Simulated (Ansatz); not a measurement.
Property card for Ge

All numbers below come from DFT PBE, scalar-relativistic, plane waves, PAW (Ansatz 0.2.0).

Plane waves to 420 eV, a k mesh through Γ of 6×6×10 on the computed 8-atom cell and Gaussian smearing (0.10 eV); no spin polarisation.

The structure is relaxed at this level of theory with its symmetry kept, and needn't be the ground state of this composition.

Space group Cmmm (No. 65), orthorhombic, a = 6.822 Å, b = 14.135 Å, c = 4.069 Å. Ge on its first site is surrounded by 4 Ge at 2.49–2.51 Å; Ge on its second site has 4 Ge at 2.49–2.52 Å.

```json
{
  "Volume per atom": "24.52 Å³",
  "Energy over the standard state (uncorrected)": "+0.052 eV/atom",
  "Kohn–Sham band gap": "0.00 eV",
  "Orbital (Löwdin) character of the top 1 eV of the valence band": "Ge 4p 97 %",
  "Orbital (Löwdin) character of the lowest 1 eV of the conduction band": "Ge 4p 60 %, Ge 4s 35 %, unprojected 5 %",
  "Bulk modulus": "56 GPa",
  "Its pressure derivative": "4.7",
  "Bader charge by site (e)": "Ge (4 in the cell) 0.00, Ge (4 in the cell) 0.00"
}
```

Another cell of Ge relaxed alike, in P-6m2, lies 43 meV/atom lower, so this cell isn't the stable form at this level.

The cell was found from a structure generator's guess, not taken from experiment. Kohn–Sham gaps at this level usually fall short of measured ones. Löwdin shares on free-atom orbitals overweight diffuse shells in the empty bands.
